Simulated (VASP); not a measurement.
A run of VASP 6.6.1:

Contents of INCAR:

```
  PREC = Accurate
  ENCUT = 520
  EDIFF = 1E-6
  ISMEAR = -1
  SIGMA = 0.05
  LREAL = False
  LASPH = True
  NELM = 60
  ALGO = Normal
  ISIF = 2
  LWAVE = False
  LCHARG = False
  LMAXMIX = 4
  METAGGA = SCAN
  LMIXTAU = True
```

File KPOINTS:

```
regular mesh
0
Gamma
  12 12 12
```

File POSCAR:

```
Pt
1.0
   -1.5842200000      1.5842200000      1.5842200000
    1.5842200000     -1.5842200000      1.5842200000
    1.5842200000      1.5842200000     -1.5842200000
Pt
1
Direct
    0.0000000000      0.0000000000      0.0000000000
```

The input KPOINTS_OPT:

```
path GHNGPH,PN
20
line-mode
reciprocal
 0.0000000000  0.0000000000  0.0000000000  G
 0.5000000000 -0.5000000000  0.5000000000  H

 0.5000000000 -0.5000000000  0.5000000000  H
 0.0000000000  0.0000000000  0.5000000000  N

 0.0000000000  0.0000000000  0.5000000000  N
 0.0000000000  0.0000000000  0.0000000000  G

 0.0000000000  0.0000000000  0.0000000000  G
 0.2500000000  0.2500000000  0.2500000000  P

 0.2500000000  0.2500000000  0.2500000000  P
 0.5000000000 -0.5000000000  0.5000000000  H

 0.2500000000  0.2500000000  0.2500000000  P
 0.0000000000  0.0000000000  0.5000000000  N
```

Potentials or basis: VASP PAW PBE potentials, release 64 (Pt).

Run with:

```bash
$ cat potpaw_PBE.64/Pt/POTCAR > POTCAR
$ mpirun -np 1 vasp_std > vasp.out
```

Hardware: 1 thread of Intel(R) Xeon(R) 6975P-C (Granite Rapids), on a shared host.

Problem. Estimate the wall time of this run.

Solution. Wall time 64 s on 1 thread of Intel(R) Xeon(R) 6975P-C (Granite Rapids) (shared host), peak memory 0.14 GiB. Counts: scf iterations 41, k points 72.
